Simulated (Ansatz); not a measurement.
The system is SnTe.

```xyz
2
Lattice="0.0000 3.1509 3.1509 3.1509 0.0000 3.1509 3.1509 3.1509 0.0000" Properties=species:S:1:pos:R:3 pbc="T T T"
Te    3.1509    3.1509    3.1509
Sn    0.0000    0.0000    0.0000
```

- Program: Ansatz 0.2.0
- Task: relaxation of cell and atoms
- Functional: B3LYP
- Potentials or basis: Ansatz PAW
- Cutoff: 420 eV (not typed: the program's choice for these potentials)
- k mesh: 4 × 4 × 4
- Occupations: fermi-dirac, width 0.05 eV
- Spin: no spin polarisation

At the start: volume 31.28 Å³/atom.

Q: Where does the relaxation end?

A: It ends after 5 steps and the volume is 34.78 Å³/atom (+11.2 %); space group Fm-3m (No. 225, to 0.05 Å).

The path:
```
step  energy change (eV)  largest force (eV/Å)  volume (Å³)
   1              0.0000                0.0000        62.56
   2             -0.0863                0.0000        72.12
   3             -0.0968                0.0000        69.97
   4             -0.0972                0.0000        69.56
   5             -0.0985                0.0000        69.56
```

Final structure:
```cif
data_structure
_symmetry_space_group_name_H-M 'P 1'
_symmetry_Int_Tables_number 1
_cell_length_a 4.6163
_cell_length_b 4.6163
_cell_length_c 4.6163
_cell_angle_alpha 60.000
_cell_angle_beta 60.000
_cell_angle_gamma 60.000
_cell_volume 69.56
loop_
_atom_site_label
_atom_site_type_symbol
_atom_site_fract_x
_atom_site_fract_y
_atom_site_fract_z
_atom_site_occupancy
Te1 Te 0.50000 0.50000 0.50000 1
Sn1 Sn 0.00000 0.00000 0.00000 1
```

Caveat: the k mesh is coarse (spacing up to 0.43 Å⁻¹), so the values aren't converged, least of all with exact exchange; the plane-wave basis is chosen anew once the cell has moved, so the energies of steps on either side of that aren't comparable; the volume moved by +11 % from the deposited cell, more than functionals usually miss; the PAW data sets come from PBE, with cores solved anew for the run's functional, which leaves a small shift of forces and pressure.
